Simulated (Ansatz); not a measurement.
Theory: Ansatz 0.2.0, DFT PBE, scalar-relativistic, plane waves, PAW. Settings: cutoff 420 eV, Γ-centred meshes spaced at most about 0.3 Å⁻¹, and about 0.25 Å⁻¹ or finer for metals (2π included), Gaussian smearing. No spin polarisation.

Each guess is relaxed in cell and atoms at zero pressure, on a coarse mesh first where it starts far from rest and then on a converged one. The steps can't lower the symmetry of the start, but it can rise. Energies are static (0 K, no zero-point motion).

Two unrelaxed guesses for MgSi2N2:

A.

```cif
data_structure
_symmetry_space_group_name_H-M 'P6/mmm'
_symmetry_Int_Tables_number 191
_cell_length_a 4.2950
_cell_length_b 4.2950
_cell_length_c 4.8765
_cell_angle_alpha 90.000
_cell_angle_beta 90.000
_cell_angle_gamma 120.000
_cell_volume 77.91
loop_
_atom_site_label
_atom_site_type_symbol
_atom_site_symmetry_multiplicity
_atom_site_Wyckoff_symbol
_atom_site_fract_x
_atom_site_fract_y
_atom_site_fract_z
_atom_site_occupancy
Mg1 Mg 1 a 0.00000 0.00000 0.00000 1
Si1 Si 2 d 0.33333 0.66667 0.50000 1
N1 N 2 c 0.33333 0.66667 0.00000 1
```

B.

```cif
data_structure
_symmetry_space_group_name_H-M 'R-3m:H'
_symmetry_Int_Tables_number 166
_cell_length_a 6.0766
_cell_length_b 6.0766
_cell_length_c 7.1437
_cell_angle_alpha 90.000
_cell_angle_beta 90.000
_cell_angle_gamma 120.000
_cell_volume 228.44
loop_
_atom_site_label
_atom_site_type_symbol
_atom_site_symmetry_multiplicity
_atom_site_Wyckoff_symbol
_atom_site_fract_x
_atom_site_fract_y
_atom_site_fract_z
_atom_site_occupancy
Mg1 Mg 3 a 0.00000 0.00000 0.00000 1
Si1 Si 6 c 0.00000 0.00000 0.59840 1
N1 N 6 c 0.00000 0.00000 0.24748 1
```

Question: Which guess leads to the lower structure, and by how much?

Answer: A ends lower, by 189 meV/atom. A: P6/mmm at 15.6 Å³/atom → P6/mmm at 12.6 Å³/atom; B: R-3m at 15.2 Å³/atom → R-3m at 22.2 Å³/atom. Counting N atoms around Mg and Si (those within 1.25 times the shortest such distance or 1.15 times the sum of covalent radii; the shortest distance is added where it is long for a bond), the end of A has Mg 6 from 2.7 Å, Si 2 and the end of B has Mg 2, Si 1. End of A. Conventional cell: a = 4.604 Å, c = 3.426 Å. Around Mg lie 6 N at 2.66 Å; Si is surrounded by 2 N at 1.71 Å; N is surrounded by 2 Si at 1.71 Å, 3 N at 2.66 Å and 3 Mg at 2.66 Å. End of B. Conventional cell: a = 6.075 Å, c = 10.431 Å. Mg has 2 N at 1.95 Å; around Si lies 1 N at 1.59 Å; around N lie 1 Si at 1.59 Å and 1 Mg at 1.95 Å.

Ends held by symmetry can be saddle points. Neither end is the lowest form computed: that has space group Cmmm (No. 65) and lies 0.78 eV/atom below the better end. Even the lowest of the cells shown lies +0.35 eV/atom against the elements. No dispersion correction is applied, so the spacing and binding between layers, chains or molecules are poorly described (R-3m), and this can change margins and order among such cells. Some structure types and database cells were kept out of the candidates from the start, so a known form may be missing.
